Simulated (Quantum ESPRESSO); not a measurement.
# NaCl (Fm-3m) in Quantum ESPRESSO: further runs, part 4 of 4

Quantum ESPRESSO 7.5. The steps go on from the part before.

## Step 5: Phonons, PBEsol, target pressure 5 GPa, at which the enthalpy is minimised

Input file pw.in:

```
&CONTROL
  calculation = 'scf'
  prefix = 'pwscf'
  outdir = './tmp'
  pseudo_dir = './pseudo'
  tprnfor = .true.
  tstress = .true.
  disk_io = 'low'
/
&SYSTEM
  ibrav = 0
  nat = 2
  ntyp = 2
  ecutwfc = 88
  nbnd = 14
  occupations = 'smearing'
  smearing = 'fd'
  degauss = 0.00367493
/
&ELECTRONS
  conv_thr = 4d-10
  electron_maxstep = 120
  mixing_beta = 0.5
/
ATOMIC_SPECIES
Cl    35.4500 Cl.upf
Na    22.9898 Na.upf
CELL_PARAMETERS angstrom
   0.0000000000    2.7940632177    2.7940632177
   2.7940632177    0.0000000000    2.7940632177
   2.7940632177    2.7940632177    0.0000000000
ATOMIC_POSITIONS crystal
Cl     0.5000000000    0.5000000000    0.5000000000
Na     0.0000000000    0.0000000000    0.0000000000
K_POINTS automatic
4 4 4 1 1 1
```

Input file relax.in:

```
&CONTROL
  calculation = 'vc-relax'
  prefix = 'pwscf'
  outdir = './tmp'
  pseudo_dir = './pseudo'
  tprnfor = .true.
  tstress = .true.
  disk_io = 'low'
  nstep = 40
  forc_conv_thr = 0.0001
  etot_conv_thr = 1d-06
/
&SYSTEM
  ibrav = 0
  nat = 2
  ntyp = 2
  ecutwfc = 88
  nbnd = 14
  occupations = 'smearing'
  smearing = 'fd'
  degauss = 0.00367493
/
&ELECTRONS
  conv_thr = 4d-10
  electron_maxstep = 120
  mixing_beta = 0.5
/
&IONS
  ion_dynamics = 'bfgs'
/
&CELL
  cell_dynamics = 'bfgs'
  press = 50
  press_conv_thr = 0.2
/
ATOMIC_SPECIES
Cl    35.4500 Cl.upf
Na    22.9898 Na.upf
CELL_PARAMETERS angstrom
   0.0000000000    2.7940632177    2.7940632177
   2.7940632177    0.0000000000    2.7940632177
   2.7940632177    2.7940632177    0.0000000000
ATOMIC_POSITIONS crystal
Cl     0.5000000000    0.5000000000    0.5000000000
Na     0.0000000000    0.0000000000    0.0000000000
K_POINTS automatic
4 4 4 1 1 1
```

Input file scf2.in:

```
&CONTROL
  calculation = 'scf'
  prefix = 'pwscf'
  outdir = './tmp'
  pseudo_dir = './pseudo'
  tprnfor = .true.
  tstress = .true.
  disk_io = 'low'
/
&SYSTEM
  ibrav = 0
  nat = 2
  ntyp = 2
  ecutwfc = 88
  nbnd = 14
  occupations = 'fixed'
/
&ELECTRONS
  conv_thr = 1d-13
  electron_maxstep = 120
  mixing_beta = 0.5
  startingpot = 'file'
  startingwfc = 'file'
/
ATOMIC_SPECIES
Cl    35.4500 Cl.upf
Na    22.9898 Na.upf
CELL_PARAMETERS angstrom
   0.0000000000    2.6746837245    2.6746837245
   2.6746837245    0.0000000000    2.6746837245
   2.6746837245    2.6746837245    0.0000000000
ATOMIC_POSITIONS crystal
Cl     0.5000000000    0.5000000000    0.5000000000
Na     0.0000000000    0.0000000000    0.0000000000
K_POINTS automatic
4 4 4 1 1 1
```

Input file ph.in:

```
phonons of NaCl
&INPUTPH
  prefix = 'pwscf'
  outdir = './tmp'
  tr2_ph = 1d-18
  fildyn = 'dyn'
  niter_ph = 90
  alpha_mix(1) = 0.7
  epsil = .true.
/
0.0000000000 0.0000000000 0.0000000000
```

Input file dynmat.in:

```
&INPUT
  fildyn = 'dyn'
  asr = 'crystal'
  lperm = .true.
  filout = 'dynmat.disp'
  fileig = 'dynmat.eig'
/
```

Input file dynmat_lo.in:

```
&INPUT
  fildyn = 'dyn'
  asr = 'crystal'
  filout = 'dynmat_lo.disp'
  fileig = 'dynmat_lo.eig'
  q(1) = 0
  q(2) = 0
  q(3) = 1
/
```

Potentials or basis: PseudoDojo 0.4.1 SR PBEsol standard.

Command:

```sh
$ OMP_NUM_THREADS=1 pw.x -in pw.in > pw.out
$ OMP_NUM_THREADS=1 pw.x -in relax.in > relax.out
$ OMP_NUM_THREADS=1 pw.x -in scf2.in > scf2.out
$ OMP_NUM_THREADS=1 ph.x -in ph.in > ph.out
$ OMP_NUM_THREADS=1 dynmat.x -in dynmat.in > dynmat.out
$ OMP_NUM_THREADS=1 dynmat.x -in dynmat_lo.in > dynmat_lo.out
```

pw.out:

```text
This program is part of the open-source Quantum ESPRESSO suite
     for quantum simulation of materials; please cite
[... 9 lines left out ...]
     --------------------
     sticks:   dense  smooth     PW     G-vecs:    dense   smooth      PW
     Sum        1357    1357    385                32743    32743    5065

     Using Slab Decomposition

     bravais-lattice index     =            0
     lattice parameter (alat)  =       7.4671  a.u.
     unit-cell volume          =     294.3983 (a.u.)^3
     number of atoms/cell      =            2
     number of atomic types    =            2
     number of electrons       =        16.00
     number of Kohn-Sham states=           14
     kinetic-energy cutoff     =      88.0000  Ry
     charge density cutoff     =     352.0000  Ry
     scf convergence threshold =      4.0E-10
     mixing beta               =       0.5000
     number of iterations used =            8  plain     mixing
     Exchange-correlation= PBESOL
                           (   1   4  10   8   0   0   0)

     celldm(1)=   7.467068  celldm(2)=   0.000000  celldm(3)=   0.000000
     celldm(4)=   0.000000  celldm(5)=   0.000000  celldm(6)=   0.000000

[... 8 lines left out ...]
               b(3) = (  0.707107  0.707107 -0.707107 )

     PseudoPot. # 1 for Cl read from file:
     Cl.upf
     Pseudo is Norm-conserving + core correction, Zval =  7.0
     Generated using ONCVPSP code by D. R. Hamann
     Using radial grid of 1028 points,  6 beta functions with:
                l(1) =   0
                l(2) =   0
                l(3) =   1
                l(4) =   1
                l(5) =   2
[... 94 lines left out ...]
     iteration #  7     ecut=    88.00 Ry     beta= 0.50
     Davidson diagonalization with overlap
     ethr =  2.12E-10,  avg # of iterations =  2.0

     End of self-consistent calculation

          k = 0.0884 0.0884 0.0884 (  4095 PWs)   bands (ev):

   -47.3487 -19.4448 -19.4401 -19.4401 -11.4374   0.8186   1.1714   1.1714
     6.7696  11.6135  12.3509  12.3509  14.0720  14.0720

          k = 0.2652 0.2652-0.0884 (  4101 PWs)   bands (ev):

   -47.3481 -19.4612 -19.4447 -19.4408 -11.2341  -0.1958   0.7924   1.0392
     8.3847  10.8769  11.9848  12.6464  13.8730  15.6982

          k =-0.2652-0.2652 0.4419 (  4101 PWs)   bands (ev):
[... 16 lines left out ...]
   -47.3476 -19.4610 -19.4537 -19.4480 -11.0609  -0.3107   0.1388   0.5904
     9.7258  10.2949  11.2113  13.2435  15.5413  17.0365

          k = 0.0884-0.2652 0.4419 (  4106 PWs)   bands (ev):

   -47.3478 -19.4648 -19.4486 -19.4438 -11.1254  -0.4240   0.4782   0.8305
     9.3073  10.7095  11.0560  13.0298  14.8256  17.2781

          k =-0.6187 0.0884 0.0884 (  4117 PWs)   bands (ev):

   -47.3476 -19.4621 -19.4508 -19.4481 -11.0748  -0.4725   0.4375   0.6270
     8.9843   9.4259  12.0502  14.6913  15.4556  17.1369

          k = 0.2652 0.2652 0.2652 (  4122 PWs)   bands (ev):
[... 6 lines left out ...]
   -47.3477 -19.4651 -19.4521 -19.4442 -11.0793  -0.4364   0.1988   0.8103
     9.5477  10.7069  11.3008  13.0629  15.4243  15.6627

     the Fermi energy is     5.4731 ev

!    total energy              =    -124.24675733 Ry
     estimated scf accuracy    <          2.5E-10 Ry
     smearing contrib. (-TS)   =      -0.00000000 Ry
     internal energy E=F+TS    =    -124.24675733 Ry

     The total energy is F=E-TS. E is the sum of the following terms:
     one-electron contribution =     -73.22799805 Ry
     hartree contribution      =      40.91359442 Ry
     xc contribution           =     -22.48761572 Ry
     ewald contribution        =     -69.44473798 Ry

     convergence has been achieved in   7 iterations

     Forces acting on atoms (cartesian axes, Ry/au):

     atom    1 type  1   force =     0.00000000   -0.00000000    0.00000000
     atom    2 type  2   force =     0.00000000    0.00000000    0.00000000

     Total force =     0.000000     Total SCF correction =     0.000000

     Computing stress (Cartesian axis) and pressure

          total   stress  (Ry/bohr**3)                   (kbar)     P=        2.21
   0.00001500  -0.00000000  -0.00000000            2.21       -0.00       -0.00
  -0.00000000   0.00001500  -0.00000000           -0.00        2.21       -0.00
  -0.00000000  -0.00000000   0.00001500           -0.00       -0.00        2.21

=------------------------------------------------------------------------------=
   JOB DONE.
=------------------------------------------------------------------------------=
```

relax.out:

```text
This program is part of the open-source Quantum ESPRESSO suite
     for quantum simulation of materials; please cite
[... 9 lines left out ...]
     --------------------
     sticks:   dense  smooth     PW     G-vecs:    dense   smooth      PW
     Sum        1357    1357    385                32743    32743    5065
[... 1262 lines left out ...]
   0.00034007  -0.00000000  -0.00000000           50.03       -0.00       -0.00
  -0.00000000   0.00034007  -0.00000000           -0.00       50.03       -0.00
  -0.00000000  -0.00000000   0.00034007           -0.00       -0.00       50.03

=------------------------------------------------------------------------------=
   JOB DONE.
=------------------------------------------------------------------------------=
```

scf2.out:

```text
This program is part of the open-source Quantum ESPRESSO suite
     for quantum simulation of materials; please cite
[... 9 lines left out ...]
     --------------------
     sticks:   dense  smooth     PW     G-vecs:    dense   smooth      PW
     Sum        1237    1237    361                28763    28763    4573
[... 178 lines left out ...]
   0.00034006  -0.00000000  -0.00000000           50.02       -0.00       -0.00
  -0.00000000   0.00034006  -0.00000000           -0.00       50.02       -0.00
  -0.00000000  -0.00000000   0.00034006           -0.00       -0.00       50.02

=------------------------------------------------------------------------------=
   JOB DONE.
=------------------------------------------------------------------------------=
```

Run time: 3.1 min. Hardware: 1 thread of Arm Neoverse V2, shared host; peak memory 0.09 GiB.

What came out:

```yaml
Free_energy: -1690.3852 eV
Relaxed_volume: 19.13 Å³/atom
Relaxed_cell: a = 3.783 Å, b = 3.783 Å, c = 3.783 Å, α = 60.00°, β = 60.00°, γ = 60.00°
Space_group_after_relaxing_to_0.05_Å: Fm-3m (No. 225)
Pressure_after_relaxing: 5.0 GPa
Electronic_dielectric_tensor_diagonal: 2.70
Born_charges_mean_of_the_diagonal: Cl -1.05; Na +1.05 e
Highest_phonon_frequency_at_Γ_LO-TO_splitting_left_out: 232 cm⁻¹
Static_dielectric_tensor_diagonal: 4.62
```

The path:
| step | energy change (eV) | largest force (eV/Å) | pressure (GPa) | volume (Å³) |
| --- | --- | --- | --- | --- |
| 1 | 0.0000 | 0.0000 | 0.22 | 43.63 |
| 2 | 0.0037 | 0.0000 | 0.92 | 42.57 |
| 3 | 0.0182 | 0.0000 | 2.13 | 41.02 |
| 4 | 0.0633 | 0.0000 | 4.40 | 38.77 |
| 5 | 0.0798 | 0.0000 | 5.07 | 38.21 |
| 6 | 0.0779 | 0.0000 | 5.00 | 38.27 |

Final structure:
```xyz
2
Lattice="0.0000 2.6747 2.6747 2.6747 0.0000 2.6747 2.6747 2.6747 0.0000" Properties=species:S:1:pos:R:3 pbc="T T T"
Cl    2.6747    2.6747    2.6747
Na    0.0000    0.0000    0.0000
```

Levels at points of the mesh, in eV from the valence-band top:
| k point | band 4 | band 5 | band 6 | band 7 | band 8 | band 9 | band 10 | band 11 | band 12 | band 13 |
| --- | --- | --- | --- | --- | --- | --- | --- | --- | --- | --- |
| (0.12, 0.12, 0.12) | -20.42 | -12.93 | -0.42 | 0.00 | 0.00 | 6.22 | 10.55 | 11.30 | 11.30 | 13.20 |

Phonon frequencies in cm⁻¹ (negative: imaginary):
```
              q point           frequencies
(0.000, 0.000, 0.000)  33 33 33 232 232 232
```

Electronic dielectric tensor:
```
2.70 0.00 0.00
0.00 2.70 0.00
0.00 0.00 2.70
```

Born effective charge tensors (e):
atom 1, Cl
```
-1.05  0.00  0.00
 0.00 -1.05  0.00
 0.00  0.00 -1.05
```
atom 2, Na
```
1.05 0.00 0.00
0.00 1.05 0.00
0.00 0.00 1.05
```

Optical modes at Γ, degenerate ones joined, polar ones without the macroscopic field:
| cm⁻¹ | components | symmetry | active in | IR intensity, summed ((D/Å)²/amu) |
| --- | --- | --- | --- | --- |
| 230 | 3 | T1u | IR | 5.48 |

Zone-centre frequencies without and with the macroscopic field along z (cm⁻¹):
```csv
,optical modes in rising order
without,230 230 230
with the field,230 230 301
```

Static dielectric tensor, electrons and zone-centre modes:
```
4.62 0.00 0.00
0.00 4.62 0.00
0.00 0.00 4.62
```

Caveat: the cell is more than 3 GPa from zero pressure, which shifts response properties; before the sum rule the acoustic modes lie tens of cm⁻¹ from zero, a sign that the density grid also shifts the optical modes.

## Step 6: Summary

| task | potentials or basis | cell | k mesh | cutoff (eV) | pressure (GPa) |
| --- | --- | --- | --- | --- | --- |
| dielectric tensor | GBRV 1.5 PBEsol | as given | 10 × 10 × 10, shifted | 612 | 0.3 |
| phonons | PseudoDojo 0.4.1 SR PBEsol standard | relaxed | 4 × 4 × 4, shifted | 1197 | 0.0 |
| phonons | PseudoDojo 0.4.1 SR PBEsol standard | relaxed to 2 GPa | 4 × 4 × 4, shifted | 1197 | 2.0 |
| phonons | PseudoDojo 0.4.1 SR PBEsol standard | relaxed to 5 GPa | 4 × 4 × 4, shifted | 1197 | 5.0 |

Alike in all rows: level PBEsol; no spin polarisation; smearing fermi-dirac 0.05 eV.

Caveats: before the sum rule the acoustic modes lie tens of cm⁻¹ from zero, a sign that the density grid also shifts the optical modes (some runs); the cell is more than 3 GPa from zero pressure, which shifts response properties (some runs).

Absolute energies hang on the potentials; compare differences alone.

## Step 7: Against experiment

Step 2. Measured high-frequency dielectric constant of NaCl: 2.34 (80 K; a printed reference work, textbook). This calculation gives 2.58 (+10.2 %).

Step 3. Measured high-frequency dielectric constant of NaCl: 2.34 (80 K; a printed reference work, textbook). This calculation gives 2.57 (+9.9 %).
